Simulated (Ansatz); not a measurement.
Which way does AgBr + KI ⇌ AgI + KBr run?

Plane-wave DFT in Ansatz with scalar-relativistic PAW potentials, cutoff 420 eV, Γ-centred meshes chosen by cell and gap, Gaussian smearing with energies taken to zero width. Every cell was relaxed (cell and atoms) in a run of its own, within the symmetry of its start. Functional: LDA.

Total energies hold large constants for each element; a whole number of eV per atom of each element is taken off below, which cancels in a balanced reaction.

| compound | lowest structure computed | structures tried | V (Å³/atom) | gap on mesh (eV) | E (eV per formula unit, common shift removed) |
| --- | --- | --- | --- | --- | --- |
| AgBr | Fm-3m | 1 | 21.77 | 0.38 | -0.4717 |
| KI | Fm-3m | 2 | 39.68 | 3.86 | -3.0971 |
| AgI | F-43m | 3 | 31.98 | 1.06 | -0.3090 |
| KBr | Fm-3m | 1 | 32.33 | 4.32 | -3.6379 |

Problem. Work out the reaction energy at 0 K.

Solution. ΔE = E(AgI) + E(KBr) − E(AgBr) − E(KI) = -0.378 eV, or -36 kJ per mole of reaction (-95 meV/atom). The right side is lower: Ag takes I and K takes Br. Pauling's electronegativities (K 0.82, Ag 1.93; Br 2.96, I 2.66) would pair K with Br, the most ionic bond; the result follows that. All four are computed as solids; where they are solids at ordinary conditions entropy changes little. A lower structure that wasn't tried would shift the value, and mixed crystals may lie lower than either side.

Spin-orbit coupling is left out, which matters for the bands of heavy elements.